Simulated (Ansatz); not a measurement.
`C[BH][GeH3]` + `F[C](F)F`• → `C[B][GeH3]`• + `FC(F)F` at 600 K and 1 bar (hydrogen abstraction from a B–H bond).

Isolated molecules relaxed with PBE0-D4/def2-TZVP in Ansatz; ΔE leaves out vibrations. CCSD(T)/CBS is the MP2 limit (def2-TZVPP, def2-QZVPP) plus CCSD(T) − MP2 in def2-TZVPP, frozen cores. This one scheme is used for every species. Open shells (•) are unrestricted, without spin–orbit coupling. For Ge outer-core shells are correlated without core-valence functions, which leaves a few kJ/mol of doubt a bond. Scalar relativity is left out up to krypton.

| species | CCSD(T)/CBS energy (Eh) | H − E (kJ/mol) | S (J/(mol·K)) |
| --- | --- | --- | --- |
| `C[BH][GeH3]` | -2143.14307 | 241.6 | 409.9 |
| `F[C](F)F`• | -337.34656 | 61.8 | 305.1 |
| `C[B][GeH3]`• | -2142.47298 | 211.7 | 406.9 |
| `FC(F)F` | -338.02896 | 97.7 | 303.2 |

H − E and S are ideal-gas, rigid-rotor, harmonic terms from PBE0-D4/def2-TZVP, for one conformer and one mirror image of each species, with the whole ground term of open shells counted as degenerate. 1 Eh = 2625.50 kJ/mol, R = 8.31446 J/(mol·K).

Task: By hand: ΔE, ΔH, ΔS and ΔG.

Result: ΔE = (-2142.47298) + (-338.02896) − (-2143.14307) − (-337.34656) = -0.01231 Eh = -32.3 kJ/mol. Δ(H − E) = 211.7 + 97.7 − 241.6 − 61.8 = 6.0, so ΔH = -26.3 kJ/mol. ΔS = 406.9 + 303.2 − 409.9 − 305.1 = -4.9 J/(mol·K). ΔG = -26.3 − 600 × (-4.9)/1000 = -23.4 kJ/mol.

Task: By hand: the equilibrium constant, and the temperature at which ΔG would vanish if ΔH and ΔS stayed fixed.

Result: log₁₀ K = −ΔG/(RT ln 10) = 2.0. ΔG = 0 at ΔH/ΔS = 5367 K, far beyond where these terms or the molecules hold.

The number of gas molecules stays the same, so ΔS is small and ΔH decides. A doubt of 5 kJ/mol in ΔE shifts log₁₀ K by 0.4 here. Other conformers and mirror images would add mixing entropy, several J/(mol·K) or more a flexible species. Modes under 60 cm⁻¹, often nearly free rotors, make the harmonic entropy too high. These are equilibria of isolated gas molecules and say nothing of rates. Largest T1 diagnostic: 0.014 (customary marks: 0.02 for closed shells, 0.045 for open ones).
